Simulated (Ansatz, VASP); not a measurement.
C in VASP and in Ansatz

```
CELL_PARAMETERS angstrom
2.44500 0.00000 0.00000
-1.22250 2.11743 0.00000
0.00000 0.00000 6.60977
ATOMIC_POSITIONS crystal
C 0.00000 0.00000 0.25000
C 0.00000 0.00000 0.75000
C 0.33333 0.66667 0.25000
C 0.66667 0.33333 0.75000
```

Alike in both runs: functional LDA; k mesh 8 × 8 × 3; occupations fermi-dirac, width 0.05 eV; no spin polarisation.

Ansatz relaxed the structure, and its values are those at the end. VASP's run is a single point on that final structure, the one shown.

```csv
,VASP,Ansatz
version,VASP 6.6.1,Ansatz 0.2.0
potentials or method,"VASP PAW LDA potentials, release 64 (C)","plane waves (420 eV) with PAW, scalar-relativistic"
plane-wave cutoff (eV),520,420
valence electrons in the cell,16,16
```

```tsv
	VASP	Ansatz	Ansatz less VASP
pressure (GPa)	0.8	0.0	-0.81
```

Ansatz warned: «pseudo_functional_mismatch».
